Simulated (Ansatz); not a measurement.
## Al: pressure and energy change per atom as volume scale varies

Plane-wave DFT, scalar-relativistic PAW made under PBE with cores redone for the functional, no dispersion; the given relaxed cell is scaled uniformly, energy at zero smearing counts from the unscaled cell, pressure at the given Fermi-Dirac smearing is positive in compression. The results are calculated, by Ansatz 0.2.0.

The cell before it is scaled or strained (space group Fd-3m, No. 227):
```
cell vectors (Å)
   0.0000     3.0425     3.0425
   3.0425     0.0000     3.0425
   3.0425     3.0425     0.0000
atoms (fractions of the cell vectors)
Al  0.12500  0.12500  0.12500
Al  0.87500  0.87500  0.87500
```

Settings of every row: spin polarised no; functional revPBE; wave cutoff 420 eV; smearing width 0.1 eV; k mesh 10x10x10.

Atom starting moment: 0 on all atoms.

Limits: the cell comes from a prototype or a list of computed structures and needn't be the stable phase.

```csv
row,volume scale,V (Å³/atom),pressure (GPa),energy change per atom (meV)
1,0.88,24.784,5.95,54.39
2,0.92,25.911,3.54,21.95
3,0.96,27.037,1.59,4.82
4,1.04,29.29,-1.27,5.11
5,1.08,30.417,?,?
6,1.12,31.543,-3.14,37.98
```

Question: what pressure and energy change per atom should row 5 give?

Worked fit of pressure. Take u = (V_r/V)^(2/3) − 1 with V_r = 27.037 Å³ an atom, which is twice the finite (Eulerian) strain; such expansions in the strain, on which the Birch-Murnaghan equation of state is built, carry the rest volume and the bulk modulus. The shown rows have u = 0.05972, 0.02877, 0, -0.05196, -0.09766. Least squares give pressure = 1.597 + 63.52 × u + 154.5 × u² GPa; a straight line predicts inner rows, each left out in turn, worse (root mean square 0.44 against 0.022 GPa). The rows lie off it by 0.01, -0.01, -0.01, 0.02, -0.01. The pressure vanishes at u = -0.0269, or V = 28.17 Å³ an atom, and there the bulk modulus at fixed shape and fractions is B = −V dP/dV = (2/3)(1 + u) dP/du = 35.8 GPa. The withheld row has u = -0.07553, so the fit gives 1.597 + 63.52 × (-0.07553) + 154.5 × (-0.07553)² = -2.32 GPa.

The calculation gave -2.31 GPa. The fit lies 0.01 GPa (0.11 % of the column's range) below it, one unit of the last digit.

Worked fit of energy change per atom. Take u = (V_r/V)^(2/3) − 1 with V_r = 27.037 Å³ an atom, which is twice the finite (Eulerian) strain; such expansions in the strain, on which the Birch-Murnaghan equation of state is built, carry the rest volume and the bulk modulus. The shown rows have u = 0.05972, 0.02877, 0, -0.05196, -0.09766. Least squares give energy change per atom = 4.888 + 384.47 × u + 7414.5 × u² meV; a straight line predicts inner rows, each left out in turn, worse (root mean square 21 against 0.24 meV). The rows lie off it by 0.10, -0.14, -0.07, 0.18, -0.08 (root mean square 0.12 meV). The withheld row has u = -0.07553, so the fit gives 4.888 + 384.47 × (-0.07553) + 7414.5 × (-0.07553)² = 18.15 meV.

The calculation gave 18.28 meV. The fit lies 0.13 meV (0.26 % of the column's range) below it; its largest miss of a shown row is 0.18 meV.
